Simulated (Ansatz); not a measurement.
MgO: an elastic constant from a strain scan

These are results of DFT r2SCAN, scalar-relativistic, plane waves, PAW (Ansatz 0.2.0), not measurements. Settings: plane waves to 500 eV, k-mesh 10×10×10 (Γ-centred), Gaussian smearing 0.05 eV. No spin polarisation. Energies are free energies at this smearing, counted from the undisturbed cell; pressure is positive in compression.

Zero of the scan (relaxed at this level):

```
Mg O
1.0
     0.00000    2.10211    2.10211
     2.10211    0.00000    2.10211
     2.10211    2.10211    0.00000
Mg O
1 1
Cartesian
  0.0000 0.0000 0.0000
  2.1021 2.1021 2.1021
```

The cell is strained by ε times the Voigt pattern (0, 0, 1, 0, 0, 0) (xx, yy, zz, yz, xz, xy; engineering shear) with fractional coordinates fixed. The cell holds 2 atoms in V0 = 18.58 Å³. The stress column is τ = (1/V0) dE/dε, got from the stress tensor σ (compression positive) at each point as −det(1 + εP) σ : P(1 + εP)⁻¹, with P the pattern as a tensor.

```csv
ε,ΔE (meV/atom),τ (GPa)
-0.0600,41.944,-27.225
-0.0450,22.138,-18.572
-0.0300,9.246,-11.276
-0.0150,2.184,-5.149
0.0000,0.000,-0.028
0.0150,1.883,4.228
0.0300,7.138,7.740
0.0450,15.160,10.615
0.0525,20.048,11.842
0.0600,?,?
```

Task: Which combination of elastic constants does this scan measure, and how large is it?

Result: For small ε, τ = τ0 + Kε with K = pᵀCp, which for this pattern is C11 in the cubic axes. The parabola through τ at ε = -0.0150, 0 and 0.0150 has slope K = 313 GPa at zero. The energies per cell, E = NΔE, of the same two points give K = 2[E(ε₊)/ε₊ − E(ε₋)/ε₋]/[(ε₊ − ε₋)V0] = 312 GPa, in agreement.

Task: Predict the withheld row at ε = 0.0600 from the harmonic law, and compare.

Result: ΔE = V0(τ0 ε + Kε²/2)/N = 32.521 meV/atom and τ = 18.73 GPa. The calculation gives 25.442 meV/atom and 12.94 GPa: the energy lies 22 % below the harmonic value, as bonds soften when stretched.

Cost: 10 runs of about 0.58 core-minutes in all, on Arm Neoverse V1 (shared hosts).